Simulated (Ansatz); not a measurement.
## Choice of functional: Sc

```
Sc
1.0
     3.30880    0.00000    0.00000
    -1.65440    2.86550    0.00000
     0.00000    0.00000    5.26800
Sc
2
Direct
  0.33333 0.66667 0.25000
  0.66667 0.33333 0.75000
```

Atoms are numbered in the order listed.

The cell is COD entry 9011704, as deposited and not checked against the literature; nothing was relaxed.

One fixed cell is solved with several functionals by frozen-core PAW in Ansatz 0.2.0, scalar-relativistically. A positive pressure means that the functional wants a larger cell.

The PAW files were made with PBE; their cores are remade for each functional.

Settings: a Γ-centred 13×13×7 k mesh, Fermi–Dirac smearing of 0.03 eV, cutoff 420 eV, no spin polarisation.

Cutoffs: PBE 420 eV, LDA 420 eV, PBEsol 420 eV, r²SCAN 500 eV.

Task: One of the runs gave P (GPa) = -0.68, lowest level at Γ above −25 eV, from the valence-band top or, without a gap, the Fermi level (eV) = -5.11. Which setting was it?
A. LDA
B. PBE
C. r²SCAN
D. PBEsol

Result: B. The full set:
```
setting  P (GPa)  lowest level at Γ above −25 eV, from the valence-band top or, without a gap, the Fermi level (eV)
    PBE    -0.68                                                                                              -5.11
    LDA    -5.30                                                                                              -5.06
 PBEsol    -2.82                                                                                              -5.12
 r²SCAN    -0.06                                                                                              -5.47
```
